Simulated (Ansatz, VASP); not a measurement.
## One calculation of WC (Qusongite), two programs

INCAR

```
SYSTEM = WC
PREC     = Accurate       ! precision mode
ENCUT    = 520            ! plane-wave cutoff, eV
EDIFF    = 1E-6           ! SCF threshold, eV
ISMEAR   = 0              ! smearing method
SIGMA    = 0.011          ! smearing width, eV
LREAL    = .False.        ! projectors in reciprocal space
LASPH    = .True.         ! aspherical terms in the spheres
NELM     = 60             ! most SCF steps
ALGO     = Fast           ! electronic algorithm
ISIF     = 2              ! what is computed and relaxed
LWAVE    = .False.        ! write WAVECAR
LCHARG   = .False.        ! write CHGCAR
GGA      = PE             ! functional
```

Contents of KPOINTS:

```
regular mesh
0
Gamma
  10 10 9
  0 0 0
```

Contents of POSCAR:

```
WC
1.0
    2.9065000000      0.0000000000      0.0000000000
   -1.4532500000      2.5171028361      0.0000000000
    0.0000000000      0.0000000000      2.8366000000
W C
1 1
Direct
    0.0000000000      0.0000000000      0.0000000000
    0.6666666667      0.3333333333      0.5000000000
```

The input input.yaml:

```yaml
crystal:
  lattice:
    - [2.9065, 0.0, 0.0]
    - [-1.45325, 2.5171028361, 0.0]
    - [0.0, 0.0, 2.8366]
  atoms:
    - { symbol: W, position: [0.0, 0.0, 0.0] }
    - { symbol: C, position: [0.6666666667, 0.3333333333, 0.5] }
hamiltonian:
  xc: pbe
  pseudopotentials: { kind: paw }
kpoints:
  mp_grid: { grid: [10, 10, 9] }
scf:
  occupations: { method: gaussian, width: 0.011 }
output:
  forces: true
  stress: true
  eigenvalues: true
  write_density: true
  write_potential: true
  elf: true
  volumetric_format: npy
```

Alike in both runs: task single point; functional PBE; k mesh 10 × 10 × 9; occupations gaussian, width 0.011 eV; no spin polarisation.

|  | VASP | Ansatz |
| --- | --- | --- |
| version | VASP 6.6.1 | Ansatz 0.2.0 |
| potentials or method | VASP PAW PBE potentials, release 64 (W_sv, C) | Ansatz PAW |
| plane-wave cutoff (eV) | 520 | 420 |
| valence electrons in the cell | 18 | 18 |

```csv
,VASP,Ansatz,Ansatz less VASP
gap on the k mesh at the Fermi level (eV),none,none,-
pressure (GPa),6.7,5.6,-1.13
largest component of the traceless stress (GPa),0.43,0.60,+0.169
```

A gap of «none» marks a metal or a gap that the smearing closes.

Caveats: the pressure holds a Pulay correction of +0.3 GPa for the finite cutoff (Ansatz). Spin-orbit coupling is left out, which matters for the levels of W.
